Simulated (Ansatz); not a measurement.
# ZnO (wurtzite type): independent-particle optics

Aim: the dielectric function of ZnO (wurtzite type) in the independent-particle picture, and how it depends on the functional and on the gap. Plan: HSE06 for the gap; optics with PBE on 12×12×4; optics with r2SCAN on 12×12×4; optics with LDA on 12×12×4; optics with PBE and scissors to the HSE06 gap on 12×12×4.

Method: plane waves, PAW; no local fields, no excitons, in Ansatz 0.2.0.

## (1) The starting structure

It takes space group P6_3mc (No. 186, hexagonal). Conventional cell: a = 3.235 Å, b = 3.235 Å, c = 5.211 Å, α = 90.00°, β = 90.00°, γ = 120.00°. Zn (site symmetry 3m) is surrounded by 4 O at 1.97 to 1.98 Å. O (site symmetry 3m) is surrounded by 4 Zn at 1.97 to 1.98 Å.

Coordinates:

```xyz
4
Lattice="3.2353 0.0000 0.0000 -1.6177 2.8019 0.0000 0.0000 0.0000 5.2110" Properties=species:S:1:pos:R:3 pbc="T T T"
Zn    0.0000    1.8679   -0.0122
Zn    1.6177    0.9340    2.5932
O     0.0000    1.8679    1.9663
O     1.6177    0.9340    4.5718
```

The cell was relaxed beforehand with r2SCAN; those runs aren't shown.

## (2) The gap to aim at

The input, input.yaml:

```yaml
crystal:
  lattice:
    - [3.2353408641, 1.0e-10, 0.0]
    - [-1.6176704321, 2.8018873782, 0.0]
    - [0.0, 0.0, 5.2109518316]
  atoms:
    - { symbol: Zn, position: [0.3333333333, 0.6666666667, -0.0023477534] }
    - { symbol: Zn, position: [0.6666666667, 0.3333333333, 0.4976522466] }
    - { symbol: O, position: [0.3333333333, 0.6666666667, 0.3773477534] }
    - { symbol: O, position: [0.6666666667, 0.3333333333, 0.8773477534] }
kpoints:
  mp_grid: { grid: [6, 6, 4] }
  band_path:
    path:
      - [0.0, 0.0, 0.0]
      - [0.5, 0.0, 0.0]
      - [0.3333333333, 0.3333333333, 0.0]
      - [0.0, 0.0, 0.5]
      - [0.5, 0.0, 0.5]
      - [0.3333333333, 0.3333333333, 0.5]
    npoints: 1
hamiltonian:
  xc: hse06
scf:
  occupations: { method: fixed }
  n_extra_bands: 5
output:
  forces: true
  stress: true
  eigenvalues: true
  write_density: true
  write_potential: true
  elf: true
  volumetric_format: npy
```

Run with:

```bash
$ ansatz run input.yaml --threads 4 --pin off --max-ram 3686MiB --backend cpu --events-out ev --progress --plain --runs-dir out
```

The log of the run:

```text
Warning: output.stress: scf.convergence.dr2_threshold = 1e-7 eV (the SCF's general default) is looser than the 4e-10 eV advised for a printed stress (1e-10 eV for each atom of the cell: 4). What an SCF threshold leaves in a stress goes as its square root, and in the free energy as the threshold itself, and one threshold admits the most on a small cell: of the crystals measured, under no hybrid functional and no lock of the moments, on runs that ended without the residual-converged pass, on stresses that held no estimate of that error, the worst erred by over 100 MPa in a component at 1e-7 eV an atom and by under 5 at 1e-10. Set scf.convergence.dr2_threshold to 4e-10 eV or tighter. The threshold is an SCF's pass mark: one that does not reach it within its budget of iterations ends unconverged, or closes short of it on a stop that the run arms, and scf.convergence.dr2_threshold's page says what that costs each kind of run
Warning: output.stress: scf.exx.energy_threshold = 1e-6 eV is looser than the 4e-8 eV advised for a stress under a hybrid functional (1e-8 eV for each atom of the cell: 4). Every SCF of the exchange loop can meet its threshold on dr2 while the loop round them stops early: no threshold on dr2 bounds what that leaves in the stress. Set scf.exx.energy_threshold to 4e-8 eV or tighter. The threshold is the loop's pass mark: a loop that does not reach it within its budget of cycles ends unconverged, and scf.exx.energy_threshold's page has the law
Warning: RAYON_NUM_THREADS=4 ignored (pool sized by the plan → 4); use --threads N
scf.n_extra_bands = 5 over 18 filled bands (N_el = 36.0): the run solves 23 bands
Engine: ansatz 0.2.0, aarch64-unknown-linux-gnu
Pseudopotentials: kind: paw
Pseudopotential: Zn, paw, valence charge 12, recommended cutoff 420 eV (normal), Zn.paw.azcp
Pseudopotential: O, paw, valence charge 6, recommended cutoff 420 eV (normal), O.paw.azcp
Functional definition: HSE06
  parameter a = 0.25
  parameter omega = 0.11/bohr
  exchange = pbe_x - a*pbe_x_sr(omega) + a*exact_x_sr(omega)
  correlation = pbe_c
davidson cushion auto → on  (no smearing: the cushion is to keep the highest requested band from converging to the state above it; pin scf.eigensolver.cushion to override)
Crystal: 4 atoms, lattice volume = 47.238 Å³
Basis set: ecut = 420 eV, 941 PW (Γ), exchange–correlation on 48×48×72 points (8 copies of the dense FFT grid, shifted against one another)
Bands: 23, of which v1, the nominal top of the filled ones, is band 18 counted from 1 (17 counted from 0)
Symmetry: 12 space group operations
Space group: P63mc (ITA 186), of the structure as read, at distance tolerance 3.6e-5 Å
k-points: 21 of 144 (time reversal used)
Non-local potential: Zn, projectors of the file, l = 0: 2, l = 1: 2, l = 2: 3, l = 3: 1
Non-local potential: O, projectors of the file, l = 0: 2, l = 1: 2, l = 2: 1
PAW form: soft (Blöchl's): semilocal exchange-correlation on the pseudo side does not see the compensation charge
PAW frozen core: Zn, regenerated for the run's functional, and the local potential with it (the file was generated under x = pbe(κ = 0.804, μ = 0.2195149727645171), c = pbe(β = 0.06672455060314922))
PAW frozen core: O, regenerated for the run's functional, and the local potential with it (the file was generated under x = pbe(κ = 0.804, μ = 0.2195149727645171), c = pbe(β = 0.06672455060314922))
PAW one-centre angular grid: Zn, 590 points (default); XC on 64 Gauss nodes
PAW one-centre angular grid: O, 110 points (default); XC on 96 Gauss nodes
Initial density: superposition of atomic densities (neutral atoms: chi_scale 0, normalization atom), corrected by the library's trained network
Initial wavefunctions: pseudopotential atomic-orbital guess
Functional: x = pbe(κ = 0.804, μ = 0.2195149727645171), c = pbe(β = 0.06672455060314922), warm-up for x = pbe(κ = 0.804, μ = 0.2195149727645171) + 0.25 (exact − pbe) at short range (hse, ω = 0.20786987370883472 Å⁻¹), c = pbe(β = 0.06672455060314922); HSE06 as pw.x's `hse` composes it (authors' and Libxc's form: `xc: wpbeh`)
SCF iter   1: F=—  HF=-7773.665028 eV  |F-HF|=—  |Δ(HF+E_count)|=         —  Δρ=2.31e-3  dr2=1.33e-3  ethr=1.77e-3  ⟨swp⟩=8.8  Hψ=2429  notcnv=0
preconditioner: auto → none  [insulator: Δε(μ)=0.829 eV  Ē_g=13.529 eV  n_scr=22 (ndim 8)  ℏωp=32.4 eV  f_vac=0.033]
SCF iter   2: F=—  HF=-7773.665291 eV  |F-HF|=—  |Δ(HF+E_count)|=   2.64e-4  Δρ=1.37e-3  dr2=4.89e-4  ethr=3.68e-6  ⟨swp⟩=4.4  Hψ=1960  notcnv=0
iter 3 solved again at ethr=3.48e-8 eV; its pass at ethr=1.36e-6 eV (dr2=1.25e-5 eV) is discarded
SCF iter   3: F=-7773.665140 eV  HF=-7773.665075 eV  |F-HF|=6.50e-5  |Δ(HF+E_count)|=   2.16e-4  Δρ=2.92e-4  dr2=1.26e-5  ethr=3.48e-8  ⟨swp⟩=2.4  Hψ=2586  notcnv=0
SCF 1 stopped early in 3 iterations: F = -7773.665140 eV  dr2 = 1.26e-5
Initial density: handed on by an earlier stage of this run
Initial wavefunctions: those handed on with the density
Functional: x = pbe(κ = 0.804, μ = 0.2195149727645171) + 0.25 (exact − pbe) at short range (hse, ω = 0.20786987370883472 Å⁻¹), c = pbe(β = 0.06672455060314922); HSE06 as pw.x's `hse` composes it (authors' and Libxc's form: `xc: wpbeh`)
Exchange kernel: α = 0.2500, screened, ω = 0.2079 Å⁻¹, Wigner–Seitz truncation, v(0) = 1044.5270 eV·Å³, q-mesh 6×6×4, nearest image of the exchange supercell L = 19.41 Å, pair-density grid 18×18×30, without the augmentation charges, whose exchange is taken in its separable form by FFT convolution over the k-point mesh (sized by the pseudopotential files, 20×20×36 at the most), smooth part of the exact exchange by density-matrix convolution
Frozen-core exchange: fock
SCF iter   1: F=—  HF=-7773.455359 eV  |F-HF|=—  |Δ(HF+E_count)|=         —  Δρ=2.66e-2  dr2=1.82e-1  ethr=3.51e-7  ⟨swp⟩=7.4  Hψ=2819  notcnv=0
preconditioner: auto → none  [insulator: Δε(μ)=2.606 eV  Ē_g=16.547 eV  n_scr=22 (ndim 8)  ℏωp=32.4 eV  f_vac=0.033]
SCF iter   2: F=—  HF=-7773.398040 eV  |F-HF|=—  |Δ(HF+E_count)|=   5.73e-2  Δρ=4.48e-3  dr2=7.27e-3  ethr=3.51e-7  ⟨swp⟩=5.0  Hψ=2422  notcnv=0
SCF iter   3: F=—  HF=-7773.413326 eV  |F-HF|=—  |Δ(HF+E_count)|=   1.53e-2  Δρ=5.84e-3  dr2=8.06e-3  ethr=3.51e-7  ⟨swp⟩=5.0  Hψ=2115  notcnv=0
SCF iter   4: F=—  HF=-7773.412090 eV  |F-HF|=—  |Δ(HF+E_count)|=   1.24e-3  Δρ=2.24e-3  dr2=1.04e-3  ethr=3.51e-7  ⟨swp⟩=4.0  Hψ=1861  notcnv=0
SCF iter   5: F=—  HF=-7773.413382 eV  |F-HF|=—  |Δ(HF+E_count)|=   1.29e-3  Δρ=1.18e-3  dr2=4.24e-4  ethr=3.51e-7  ⟨swp⟩=4.0  Hψ=1773  notcnv=0
SCF iter   6: F=—  HF=-7773.413253 eV  |F-HF|=—  |Δ(HF+E_count)|=   1.29e-4  Δρ=5.35e-4  dr2=1.28e-4  ethr=3.51e-7  ⟨swp⟩=3.6  Hψ=1586  notcnv=0
SCF iter   7: F=-7773.413213 eV  HF=-7773.413216 eV  |F-HF|=2.55e-6  |Δ(HF+E_count)|=   3.70e-5  Δρ=4.12e-5  dr2=1.76e-6  ethr=3.27e-7  ⟨swp⟩=3.0  Hψ=1205  notcnv=0
SCF 2 stopped early in 7 iterations: F = -7773.413213 eV  dr2 = 1.76e-6
  Residual-converged pass: ⟨swp⟩=4.0  Hψ=1635  notcnv=0  max |occ|·‖R‖ = 6.3e-6 eV (tolerance 6.7e-6 eV)  dr2=1.68e-6  dr2_onsite=4.68e-8  max |Δocc| = 0.0e0
hybrid outer 1: dexx = +2.422e-2 eV, tail = 9.26e-5 eV
Exchange kernel: α = 0.2500, screened, ω = 0.2079 Å⁻¹, Wigner–Seitz truncation, v(0) = 1044.5270 eV·Å³, q-mesh 6×6×4, nearest image of the exchange supercell L = 19.41 Å, pair-density grid 18×18×30, without the augmentation charges, whose exchange is taken in its separable form by FFT convolution over the k-point mesh (sized by the pseudopotential files, 20×20×36 at the most), smooth part of the exact exchange by density-matrix convolution
Frozen-core exchange: fock
SCF iter   1: F=—  HF=-7773.411929 eV  |F-HF|=—  |Δ(HF+E_count)|=         —  Δρ=1.39e-4  dr2=6.79e-6  ethr=1.29e-6  ⟨swp⟩=3.0  Hψ=1147  notcnv=0
preconditioner: auto → none  [insulator: Δε(μ)=2.532 eV  Ē_g=16.295 eV  n_scr=22 (ndim 8)  ℏωp=32.4 eV  f_vac=0.048]
SCF iter   2: F=—  HF=-7773.411930 eV  |F-HF|=—  |Δ(HF+E_count)|=   1.06e-6  Δρ=1.81e-5  dr2=3.35e-7  ethr=1.43e-8  ⟨swp⟩=4.0  Hψ=1709  notcnv=0
SCF iter   3: F=—  HF=-7773.411932 eV  |F-HF|=—  |Δ(HF+E_count)|=   1.60e-6  Δρ=1.97e-5  dr2=1.17e-7  ethr=2.13e-10  ⟨swp⟩=4.5  Hψ=1986  notcnv=0
SCF iter   4: F=—  HF=-7773.411932 eV  |F-HF|=—  |Δ(HF+E_count)|=   3.13e-8  Δρ=2.01e-6  dr2=5.57e-9  ethr=2.13e-10  ⟨swp⟩=3.0  Hψ=1383  notcnv=0
SCF iter   5: F=-7773.411932 eV  HF=-7773.411932 eV  |F-HF|=4.47e-9  |Δ(HF+E_count)|=   3.13e-8  Δρ=3.85e-6  dr2=4.89e-9  ethr=2.79e-12  ⟨swp⟩=5.1  Hψ=1949  notcnv=0  defer=1
SCF 3 converged in 5 iterations: F = -7773.411932 eV  dr2 = 4.89e-9
  Residual-converged pass: ⟨swp⟩=2.2  Hψ=956  notcnv=0  max |occ|·‖R‖ = 6.3e-7 eV (tolerance 6.3e-7 eV)  dr2=4.89e-9  dr2_onsite=1.04e-9  max |Δocc| = 0.0e0
hybrid outer 2: dexx = +1.548e-6 eV, tail = 4.02e-8 eV, Δε = 5.15e-3 eV (about 1.35e-4 eV left of the loop's levels), ΔF = 9.45e-4 eV/Å (tail 2.97e-4)
NSCF: frozen V_eff on 6 k-points
hybrid SCF converged: 2 outer / 12 inner (+3 warm-up), last move |dexx| = 1.55e-6 eV, tail = 4.02e-8 eV
Stability not checked: this state was not tested for a lower state beside it, because the functional holds exact exchange (a hybrid, or Hartree-Fock), whose exchange loop this test does not read (fock_operator; see scf.lower_state_search)
Free energy (F): -7773.411932 eV
Frozen-core exchange: fock
Harris-Foulkes:  -7773.411932 eV  (|F-HF|=4.47e-9)
Internal energy: -7773.411932 eV  (E = F + TS)
E sigma→0 (E₀):  -7773.411932 eV
Fermi energy:    6.049372 eV
--- Per-component energies (eV) ---
  E_band       = -5.050539
  E_kinetic    = 613.591800
  E_local      = -4012.514583  (includes V_loc(G=0)·N_el)
  E_nonlocal   = 1341.693756
  E_hartree    = 1660.400881
  E_xc         = -334.129219
  E_vxc        = -230.825247  (∫ρ·V_xc dr)
  E_exx        = -122.773665  (= α·E_x^exact, valence–valence)
  E_paw        = -3950.648789  (= ΣΔE_a)
  E_vpaw       = -792.258504  (= ΣTr[D̂ρ^β])
  E_aug_tail   = 0.004156  (compensation charges beyond the density's cutoff)
  E_ewald      = -2970.264283
  E_core_change = 1.228014  (= ΣΔE_core)
  E_smearing   = -0.000000  (= −TS)
  E_closure    = 0.000000  (closes the sum)
  Σ components = -7773.411932   (vs F -7773.411932, Δ=9.09e-13)
--- Forces (eV/Å), atoms counted from 1 ---
  atom   1  Zn     0.00000000     0.00000000    -0.00754884
  atom   2  Zn    -0.00000000    -0.00000000    -0.00754884
  atom   3  O     -0.00000000    -0.00000000     0.00751560
  atom   4  O      0.00000000     0.00000000     0.00751560
  max |Σ_I F_I| component: 6.65e-5 eV/Å
--- Stress (GPa, compression-positive) ---
        1.727032      -0.000000       0.000000
        0.000000       1.727032       0.000000
        0.000000       0.000000       1.504275
  P = ⅓ Tr σ = 1.6528 GPa (16.528 kbar)
--- Band table (eV; the first three rows and the last of 21) ---
  k-point 0: bands = ["-13.4666", "-12.7085", "-0.6692", "-0.6692", "-0.6295", "-0.4742", "-0.4742", "0.1128", "0.3833", "0.3833", "0.5825", "0.5825", "1.0480", "5.1970", "5.1970", "5.9734", "6.0494", "6.0494", "8.5818", "13.3341", "16.3839", "21.1630", "21.1630"]
  k-point 1: bands = ["-13.3602", "-12.8243", "-0.6790", "-0.6527", "-0.6527", "-0.5159", "-0.5159", "-0.3859", "0.4225", "0.4225", "0.5643", "0.5643", "2.0186", "5.0599", "5.3242", "5.3242", "5.9270", "5.9270", "9.6284", "12.7574", "16.8693", "20.5433", "21.1753"]
  k-point 2: bands = ["-13.0970", "-13.0970", "-0.6881", "-0.6881", "-0.5968", "-0.5968", "-0.5968", "-0.5968", "0.5035", "0.5035", "0.5035", "0.5035", "3.5432", "3.5432", "5.6277", "5.6277", "5.6277", "5.6277", "11.3399", "11.3399", "18.2881", "18.2881", "21.4482"]
  k-point 20: bands = ["-12.5636", "-12.5636", "-0.4775", "-0.4775", "-0.3532", "-0.3532", "0.1708", "0.1708", "0.3871", "0.3871", "0.9173", "0.9173", "1.8475", "1.8475", "3.0802", "3.0802", "4.7437", "4.7437", "15.9402", "15.9402", "16.1443", "16.1443", "17.2683"]
```

Run time: 68 s. Hardware: 4 threads of Arm Neoverse N1, shared host; peak memory 1.3 GiB.

HSE06 puts the least direct gap over the mesh and the named points at 2.532 eV, and the least gap at 2.532 eV.

## (3) Optics, PBE

The input, input.yaml:

```yaml
crystal:
  lattice:
    - [3.2353408641, 1.0e-10, 0.0]
    - [-1.6176704321, 2.8018873782, 0.0]
    - [0.0, 0.0, 5.2109518316]
  atoms:
    - { symbol: Zn, position: [0.3333333333, 0.6666666667, -0.0023477534] }
    - { symbol: Zn, position: [0.6666666667, 0.3333333333, 0.4976522466] }
    - { symbol: O, position: [0.3333333333, 0.6666666667, 0.3773477534] }
    - { symbol: O, position: [0.6666666667, 0.3333333333, 0.8773477534] }
kpoints:
  mp_grid: { grid: [12, 12, 4] }
hamiltonian:
  xc: pbe
scf:
  occupations: { method: fixed }
output:
  optics: { e_range: [0, 12], de: 0.05, sigma: 0.1, bands: auto }
```

Run with:

```bash
$ ansatz run input.yaml --threads 4 --pin off --max-ram 3686MiB --backend cpu --events-out ev --progress --plain --runs-dir out
```

The log of the run:

```text
Warning: RAYON_NUM_THREADS=4 ignored (pool sized by the plan → 4); use --threads N
[... 4 set-up lines as earlier in the session ...]
Functional definition: PBE
  parameter kappa = 0.804
  parameter beta = 0.06672455060314922
  exchange = pbe_x(kappa = kappa, mu = beta*pi^2/3)
  correlation = pbe_c(beta = beta)
Crystal: 4 atoms, lattice volume = 47.238 Å³
Basis set: ecut = 420 eV, 941 PW (Γ)
Bands: 22, of which v1, the nominal top of the filled ones, is band 18 counted from 1 (17 counted from 0)
[... 2 set-up lines as earlier in the session ...]
k-points: 57 of 576 (time reversal used)
[... 4 set-up lines as earlier in the session ...]
PAW one-centre angular grid: O, 110 points (default); XC on 64 Gauss nodes
[... 2 set-up lines as earlier in the session ...]
Functional: x = pbe(κ = 0.804, μ = 0.2195149727645171), c = pbe(β = 0.06672455060314922)
SCF iter   1: F=—  HF=-7773.654061 eV  |F-HF|=—  |Δ(HF+E_count)|=         —  Δρ=6.78e-4  dr2=6.56e-5  ethr=1.77e-3  ⟨swp⟩=5.2  Hψ=5021  notcnv=0  defer=110
preconditioner: auto → Resta (q_TF=auto, 2.608 Å⁻¹)  ε∞=7.5  [insulator: Δε(μ)=0.810 eV  Ē_g=12.749 eV  n_scr=22 (ndim 8)  ℏωp=32.4 eV  f_vac=0.033  ε∞_Penn≈7.5]
SCF iter   2: F=—  HF=-7773.655172 eV  |F-HF|=—  |Δ(HF+E_count)|=   1.11e-3  Δρ=4.11e-4  dr2=2.70e-5  ethr=1.82e-7  ⟨swp⟩=2.9  Hψ=3337  notcnv=0  defer=112
SCF iter   3: F=—  HF=-7773.655253 eV  |F-HF|=—  |Δ(HF+E_count)|=   8.10e-5  Δρ=2.34e-4  dr2=1.12e-5  ethr=7.50e-8  ⟨swp⟩=2.0  Hψ=2172  notcnv=0  defer=37
SCF iter   4: F=—  HF=-7773.655288 eV  |F-HF|=—  |Δ(HF+E_count)|=   3.49e-5  Δρ=1.02e-4  dr2=2.32e-6  ethr=3.12e-8  ⟨swp⟩=2.0  Hψ=2145  notcnv=0  defer=2
SCF iter   5: F=—  HF=-7773.655296 eV  |F-HF|=—  |Δ(HF+E_count)|=   8.33e-6  Δρ=2.71e-5  dr2=2.28e-7  ethr=6.46e-9  ⟨swp⟩=2.0  Hψ=2177  notcnv=0
SCF iter   6: F=—  HF=-7773.655296 eV  |F-HF|=—  |Δ(HF+E_count)|=   4.36e-7  Δρ=1.29e-5  dr2=6.02e-8  ethr=6.34e-10  ⟨swp⟩=2.0  Hψ=2183  notcnv=0
SCF iter   7: F=—  HF=-7773.655296 eV  |F-HF|=—  |Δ(HF+E_count)|=   8.33e-8  Δρ=3.32e-6  dr2=3.85e-9  ethr=1.67e-10  ⟨swp⟩=2.0  Hψ=2245  notcnv=0
SCF iter   8: F=—  HF=-7773.655296 eV  |F-HF|=—  |Δ(HF+E_count)|=   4.38e-9  Δρ=8.40e-7  dr2=3.20e-10  ethr=1.07e-11  ⟨swp⟩=2.0  Hψ=2130  notcnv=0
SCF iter   9: F=-7773.655296 eV  HF=-7773.655296 eV  |F-HF|=1.46e-11  |Δ(HF+E_count)|=  2.75e-10  Δρ=1.33e-7  dr2=8.73e-12  ethr=1.00e-12  ⟨swp⟩=3.8  Hψ=5409  notcnv=0
SCF 1 converged in 9 iterations: F = -7773.655296 eV  dr2 = 8.73e-12
NSCF: frozen V_eff on 57 k-points
Optics k sum: 0 of 57 k-points
[...]
output.optics: what the bands over the 77 summed would add to eps1, eps2 and the energy-loss function is held between a lower and an upper bound (5 Lanczos steps). eps1, eps2 and their loss function (loss_summed_bands) are given on every row as the summed bands alone make them. Along an axis, on a row where the two bounds hold the loss function to about 1 % of the greater of itself and 0.5 % of |1/eps|, its cell (loss_completed) is given, with the completed eps1 and eps2 that it is formed of (a cell that is left empty reads nan in the table and null in the record). The two bounds hold it so along every axis on all 241 rows up to 12.000 eV. The run works to bound the rows up to 42.154 eV and no higher ones: a peak of the loss function over that energy may be left empty with no warning. To have the run work for it, set output.optics.bands.spectra_wanted_up_to to a higher energy. perfect_screening_sum, loss_f_sum_n_eff and, beside carriers, perfect_screening_limit are those of loss_summed_bands: over the bounded function the two sums would run over rows that are not all bounded, and lack what the bands left out lay past the top of the energy grid. Bounded is said of the bands left out alone, which are those that the basis at basis.ecutwfc holds: it says nothing of that cutoff, of the k-point mesh, of what the sum inside its cells errs by (eps2_relative_error), of the factors of all_electron_strengths, nor of how far the SCF is converged. The bands left out are taken at the k-points, and what their mean over the points' cells stands off that by is in neither bound: the run's estimate of it, which the test of a row counts in, is 0.00 % of |eps| at the most among the values given; where the mean stood off by over 0.5 % the points' spread read 0.1 to 3 times that
SCF converged after 9 iterations
Free energy (F): -7773.655296 eV
Harris-Foulkes:  -7773.655296 eV  (|F-HF|=1.46e-11)
Internal energy: -7773.655296 eV  (E = F + TS)
E sigma→0 (E₀):  -7773.655296 eV
Fermi energy:    7.343293 eV
--- Per-component energies (eV) ---
  E_band       = 68.836854
  E_kinetic    = 612.398073
  E_local      = -3991.599450  (includes V_loc(G=0)·N_el)
  E_nonlocal   = 1335.449883
  E_hartree    = 1641.051284
  E_xc         = -420.215351
  E_vxc        = -290.214207  (∫ρ·V_xc dr)
  E_paw        = -3980.479645  (= ΣΔE_a)
  E_vpaw       = -879.304214  (= ΣTr[D̂ρ^β])
  E_aug_tail   = 0.004192  (compensation charges beyond the density's cutoff)
  E_ewald      = -2970.264283
  E_smearing   = -0.000000  (= −TS)
  E_closure    = 0.000000  (closes the sum)
  Σ components = -7773.655296   (vs F -7773.655296, Δ=0.00e0)
--- Band table (eV; the first three rows and the last of 57) ---
  k-point 0: bands = ["-10.7980", "-10.0617", "1.5979", "1.5979", "1.6515", "1.6606", "1.7918", "1.7918", "2.7998", "2.7998", "3.0129", "3.0129", "3.2924", "6.5432", "6.5432", "7.2508", "7.3433", "7.3433", "8.1514", "12.6093", "15.5775", "20.3008"]
  k-point 1: bands = ["-10.6954", "-10.1750", "1.4663", "1.5438", "1.6140", "1.6140", "1.7499", "1.7499", "2.8416", "2.8416", "2.9936", "2.9936", "3.9176", "6.3044", "6.6626", "6.6626", "7.2285", "7.2285", "9.2848", "12.0871", "16.0561", "19.6788"]
  k-point 2: bands = ["-10.4405", "-10.4405", "1.3892", "1.3892", "1.6693", "1.6693", "1.6693", "1.6693", "2.9285", "2.9285", "2.9285", "2.9285", "5.0918", "5.0918", "6.9475", "6.9475", "6.9475", "6.9475", "10.8209", "10.8209", "17.4543", "17.4543"]
  k-point 56: bands = ["-9.9209", "-9.9209", "1.5766", "1.5766", "1.8091", "1.8091", "2.3705", "2.3705", "2.8058", "2.8058", "3.3359", "3.3359", "3.6162", "3.6162", "4.6306", "4.6306", "6.0843", "6.0843", "15.3759", "15.3759", "15.3847", "15.3847"]
```

Run time: 2.2 min. Hardware: 4 threads of Arm Neoverse N1, shared host; peak memory 1.1 GiB.

optics.tsv begins:

```
# eps_inf(xx yy zz) = 5.168044 5.168044 5.204321
# eps_inf_bands = all
# eps_inf_summed_bands(xx yy zz) = 5.120158 5.120158 5.156210
# eps_inf_completed(xx yy zz) = 5.168044 5.168044 5.204321
# eps2_relative_error = 0.0004
# eps_inf_relative_error = 0.0037
# f_sum_n_eff(xx yy zz) = 21.855280 21.855280 21.837446 of n_electrons = 36.000000
# n_bands = 77
# n_bands_set_by = photon_energy
# valid_up_to_ev = 60.207580
# least_direct_gap_ev = 8.080903e-1 at k(fractional) = 0.000000 0.000000 0.000000, k_point = 0, channel = 0, bands = 17 18 (counted from 0)
```

The dielectric function from optics.tsv (yy equals xx), one row in 8 (narrow peaks fall between the rows):

```tsv
E (eV)	ε₂ xx	ε₂ zz	ε₁ xx	ε₁ zz
0.55	0.00	0.00	5.39	5.37
0.95	1.19	0.70	5.98	6.27
1.35	1.63	1.67	5.00	5.36
1.75	1.60	1.75	4.51	4.77
2.15	1.52	1.72	4.23	4.40
2.55	1.44	1.65	4.07	4.17
2.95	1.38	1.59	3.98	4.02
3.35	1.34	1.54	3.93	3.94
3.75	1.33	1.51	3.92	3.89
4.15	1.34	1.50	3.94	3.88
4.55	1.39	1.51	3.98	3.90
4.95	1.46	1.56	4.05	3.95
5.35	1.59	1.65	4.13	4.04
5.75	1.80	1.80	4.24	4.15
6.15	2.23	2.10	4.24	4.31
6.55	2.81	2.95	4.05	4.46
6.95	2.57	3.12	3.47	3.20
7.35	2.60	2.67	3.13	2.91
7.75	2.33	2.45	3.06	2.92
8.15	2.14	2.36	3.16	3.05
8.55	2.18	2.54	3.52	3.27
8.95	2.41	3.03	3.76	3.02
9.35	2.88	2.89	3.91	2.56
9.75	3.54	2.58	4.34	2.67
10.15	4.97	2.38	3.32	3.09
10.55	4.57	3.15	1.98	3.73
10.95	4.57	4.43	1.26	1.59
11.35	3.64	3.20	0.62	2.06
11.75	3.50	3.50	1.69	3.16
```

Tallest peaks of ε₂ (mean of the periodic axes): 4.2 at 10.30 eV, 4.2 at 10.45 eV, 4.9 at 10.85 eV.

(Part 1 of 3 ends here.)
